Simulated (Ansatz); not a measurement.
A nudged elastic band was laid between two geometries of a periodic cell of 17 atoms, Al₁₆Co (surface Al(110), adsorbate Co).

Computed with Ansatz, DFT PBE-D3(BJ), scalar-relativistic, plane waves, PAW. Settings: cutoff 420 eV, k mesh 3x4x1, gaussian smearing 0.1 eV, spin collinear.

```yaml
movable_images: 5
climbing_image: yes
spring: 5.0 eV/Å²
optimiser: quadratic models (default)
start_path: IDPP
force_threshold: 0.05 eV/Å
iteration_limit: 46
end_points: relaxed
atoms_held: 1 to 4
```

First end point:

```xyz
17
Lattice="8.1000 0.0000 0.0000 0.0000 5.7276 0.0000 0.0000 0.0000 17.2957" Properties=species:S:1:pos:R:3
Al 2.025 1.432 1.000
Al 6.075 1.432 1.000
Al 2.025 4.296 1.000
Al 6.075 4.296 1.000
Al 0.051 -0.004 2.320
Al 3.996 -0.002 2.320
Al 0.042 2.907 2.352
Al 4.006 2.909 2.353
Al 2.021 1.421 3.914
Al 6.074 1.636 3.560
Al 2.020 4.156 4.059
Al 6.071 4.554 3.892
Al 0.051 -0.075 5.195
Al 3.989 -0.079 5.196
Al -0.276 2.757 5.268
Al 4.317 2.754 5.266
Co 6.069 0.974 5.680
```

Last end point:

```xyz
17
Lattice="8.1000 0.0000 0.0000 0.0000 5.7276 0.0000 0.0000 0.0000 17.2957" Properties=species:S:1:pos:R:3
Al 2.025 1.432 1.000
Al 6.075 1.432 1.000
Al 2.025 4.296 1.000
Al 6.075 4.296 1.000
Al 0.042 0.043 2.352
Al 4.006 0.046 2.353
Al 0.051 2.860 2.320
Al 3.996 2.861 2.320
Al 2.020 1.292 4.059
Al 6.071 1.690 3.892
Al 2.021 4.285 3.914
Al 6.074 4.500 3.560
Al -0.276 -0.107 5.268
Al 4.317 -0.110 5.266
Al 0.051 2.788 5.195
Al 3.989 2.785 5.196
Co 6.069 3.838 5.680
```

What changes between the two ends?

The atom that moves furthest is Co17, by 2.86 Å; four of its nearest neighbours are Al10 2.22, Al14 2.38, Al13 2.38, Al16 2.53 Å at the first end and Al12 2.22, Al16 2.38, Al15 2.38, Al14 2.53 Å at the last.

What energy profile does the band end with?

The forces met the threshold. The highest image is number 4 of 0 to 6, 0.51 eV above the ends, which have the same energy within 2 meV. The profile has 2 maxima (images 1, 4) with wells between them (image 2): this band takes more than one step, which may be the mechanism or a detour left from its start path. By the program's own check the climbing image is a first-order saddle point (lowest curvatures found: -1.93 and 0.30 eV/Å²). Limits of this set-up: coarse k mesh, thin slab, slab without dipole correction, a typed lattice constant that wasn't relaxed here.

| image | path coordinate (Å) | energy (eV) |
| --- | --- | --- |
| 0 | 0.00 | 0.00 |
| 1 | 0.74 | 0.05 |
| 2 | 1.48 | 0.01 |
| 3 | 2.22 | 0.14 |
| 4 | 2.96 | 0.51 |
| 5 | 3.61 | 0.20 |
| 6 | 4.26 | 0.00 |

What is the geometry of the highest image?


```xyz
17
Lattice="8.1000 0.0000 0.0000 0.0000 5.7276 0.0000 0.0000 0.0000 17.2957" Properties=species:S:1:pos:R:3
Al 2.025 1.432 1.000
Al 6.075 1.432 1.000
Al 2.025 4.296 1.000
Al 6.075 4.296 1.000
Al -0.018 0.000 2.299
Al 4.068 0.000 2.299
Al 0.041 2.864 2.255
Al 4.009 2.864 2.255
Al 2.025 1.364 3.804
Al 6.075 1.424 3.792
Al 2.025 4.362 3.804
Al 6.075 4.304 3.792
Al -0.057 0.000 5.170
Al 4.107 0.000 5.170
Al 0.206 2.864 5.079
Al 3.844 2.864 5.079
Co 6.075 2.864 5.602
```

Run time: 5.5 min on 4 threads of Intel(R) Xeon(R) 6975P-C (Granite Rapids), with other jobs on the host, peak memory 4.6 GiB.
